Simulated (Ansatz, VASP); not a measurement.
## One calculation of NaS3, two programs

```
CELL_PARAMETERS angstrom
5.26610 0.00000 0.00000
-2.63305 4.56057 0.00000
0.00000 0.00000 3.59035
ATOMIC_POSITIONS crystal
Na 0.00000 0.00000 0.50000
S 0.50000 0.00000 0.50000
S 0.00000 0.50000 0.50000
S 0.50000 0.50000 0.50000
```

Alike in both runs: task relaxation of cell and atoms; functional PBE; k mesh 12 × 12 × 14; occupations gaussian, width 0.1 eV; no spin polarisation.

```csv
,VASP,Ansatz
version,VASP 6.6.1,Ansatz 0.2.0
potentials or method,"VASP PAW PBE potentials, release 64 (Na_pv, S)","scalar-relativistic, plane waves, PAW"
plane-wave cutoff (eV),600,420
valence electrons in the cell,25,27
```

Ansatz gave:

- gap on the k mesh at the Fermi level, each at its own relaxed structure (eV): none
- relaxed volume (Å³/atom): 21.58
- relaxed cell length with the largest relative difference (Å): 5.268

Estimate VASP's values.

gap on the k mesh at the Fermi level, each at its own relaxed structure (eV): none; relaxed volume (Å³/atom): 21.59; relaxed cell length with the largest relative difference (Å): 5.269.

A gap of «none» marks a metal or a gap that the smearing closes. The two sets of potentials don't hold the same shells in valence.
